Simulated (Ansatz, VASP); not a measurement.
# Two plane-wave programs on Mg

The input INCAR:

```
SYSTEM = Mg
  AGGAC = 1.0
  AGGAX = 1.0
  ALDAC = 0.0
  ALDAX = 1.0
  ALGO = Normal
  EDIFF = 1E-6
  ENCUT = 520
  GGA = B5
  ISIF = 2
  ISMEAR = -1
  LASPH = .TRUE.
  LCHARG = .FALSE.
  LREAL = .FALSE.
  LWAVE = .FALSE.
  NBANDS = 7
  NELM = 100
  PREC = Accurate
  SIGMA = 0.1
```

Contents of KPOINTS:

```
k-points
0
G
  11 11 11
  0 0 0
```

POSCAR

```
Mg
1.0
    3.0912099286      0.0000000000      0.0000000000
    0.0000000000      3.0912099286      0.0000000000
    0.0000000000      0.0000000000      3.0912099286
Mg
1
Direct
    0.0000000000      0.0000000000      0.0000000000
```

Input for Ansatz:

```yaml
crystal:
  lattice:
    - [3.0912099286, 0.0, 0.0]
    - [0.0, 3.0912099286, 0.0]
    - [0.0, 0.0, 3.0912099286]
  atoms:
    - { symbol: Mg, position: [0.0, 0.0, 0.0] }
hamiltonian:
  xc: blyp
  pseudopotentials:
    kind: paw
    azcp:
      Mg: "pseudopotentials/Mg.paw.azcp"
basis:
  ecutwfc: 420
  fft_grid_basis: typed
kpoints:
  mp_grid: { grid: [11, 11, 11], shift: [0, 0, 0] }
magnetization:
  spin_polarized: false
scf:
  occupations: { method: fermi_dirac, width: 0.1 }
  lower_state_search: "off"
output:
  stress: true
```

Alike in both runs: task single point; functional BLYP; k mesh 11 × 11 × 11; occupations fermi-dirac, width 0.1 eV; no spin polarisation.

```csv
,VASP,Ansatz
version,VASP 6.6.1,Ansatz 0.2.0
potentials or method,"VASP PAW PBE potentials, release 64 (Mg)","plane waves (420 eV) with PAW, scalar-relativistic"
plane-wave cutoff (eV),520,420
valence electrons in the cell,2,10
```

```csv
,VASP,Ansatz,Ansatz less VASP
pressure (GPa),0.0,0.0,+0.01
```

The two sets of potentials don't hold the same shells in valence.

Caveats: the PAW data sets were made with another functional, which shifts forces and pressure a little (VASP).
